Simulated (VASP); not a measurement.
Crystal: Hf.

```
Hf
1.0
     2.91381    0.00000    0.00000
     0.00000    2.91381    0.00000
     0.00000    0.00000    2.91381
Hf
1
Direct
  0.50000 0.50000 0.50000
```

The cell was built by a generator and needn't be a form met in nature.

| Item | Value |
| --- | --- |
| Program | VASP 6.6.1 |
| Task | relaxation of cell and atoms |
| Functional | RPBE |
| Dispersion | D3(BJ) |
| Potentials or basis | VASP PAW PBE potentials, release 64 (Hf_pv) |
| Cutoff | 600 eV |
| k mesh | 9 × 9 × 9 |
| Occupations | fermi-dirac, width 0.05 eV |
| Spin | no spin polarisation |

At the start: pressure -20.1 GPa; volume 24.74 Å³/atom.

Question: Where does the relaxation end?

Answer: Over 6 steps the energy falls by 506.1 meV/atom and the volume is 18.56 Å³/atom (-25.0 %); space group Pm-3m (No. 221, to 0.05 Å).

Step by step:
| step | energy change (eV) | largest force (eV/Å) | pressure (GPa) | volume (Å³) |
| --- | --- | --- | --- | --- |
| 1 | 0.0000 | 0.0000 | -20.13 | 24.74 |
| 2 | -0.1869 | 0.0000 | 34.94 | 15.20 |
| 3 | -0.5060 | 0.0000 | -0.60 | 18.64 |
| 4 | -0.5061 | 0.0000 | 0.21 | 18.53 |
| 5 | -0.5061 | 0.0000 | -0.27 | 18.59 |
| 6 | -0.5061 | 0.0000 | 0.02 | 18.56 |

Final structure:
```
CELL_PARAMETERS angstrom
2.64763 0.00000 0.00000
0.00000 2.64763 0.00000
0.00000 0.00000 2.64763
ATOMIC_POSITIONS crystal
Hf 0.50000 0.50000 0.50000
```

Caveat: the volume moved by over 15 % at a fixed basis, so the end points are rough; the PAW data sets were made with another functional, which shifts forces and pressure a little; pairwise dispersion overbinds metals, which lowers pressure and volume.
